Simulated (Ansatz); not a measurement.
## Phases of Ga at 330 GPa

Structure types of Ga are relaxed in primitive cells with their symmetry kept at 330 GPa, first on PAW files, then by LAPW. The enthalpy is E + pV at zero temperature, without zero-point motion. Only the types listed were tried, and differences under about 5 meV/atom are mesh noise. Not among the end structures: fcc, which may lie lower.

Computed with Ansatz 0.2.0; functional PBE, scalar-relativistic. Settings: Fermi–Dirac smearing of 0.05 eV, no spin polarisation. Methods: LAPW: all electrons, basis error target 0.5 meV/atom; PAW: frozen-core files, cutoff 420 eV.

k meshes: bcc 21×21×21, hcp 19×19×11, diamond 15×15×15, sc 19×19×19, beta tin 20×20×20.

```tsv
start type	ends as	a, b, c (Å)	V (Å³/atom)	H − H(lowest), LAPW (meV/atom)
bcc	bcc, Im-3m	2.529, 2.529, 2.529	8.09	?
hcp	hcp, P6_3/mmc	2.233, 2.233, 3.732	8.06	0.0
diamond	diamond, Fd-3m	4.248, 4.248, 4.248	9.59	5104.0
sc	sc, Pm-3m	2.036, 2.036, 2.036	8.44	1131.9
beta tin	beta tin, I4_1/amd	3.993, 3.993, 2.089	8.33	?
```

Q: Give the missing entry: row "beta tin", column "H − H(lowest), LAPW (meV/atom)".

A: 797.7.

Q: Give the missing entry: row "bcc", column "H − H(lowest), LAPW (meV/atom)".

A: 147.0.

Q: Split the lead of hcp over bcc into energy and pV.

A: For bcc less hcp: ΔE = +77.6 meV/atom, and p·ΔV = 330 GPa × +0.0337 Å³ × 6.242 meV/(GPa·Å³) = +69.5 meV/atom, together 147.1 meV/atom. hcp wins on both counts.
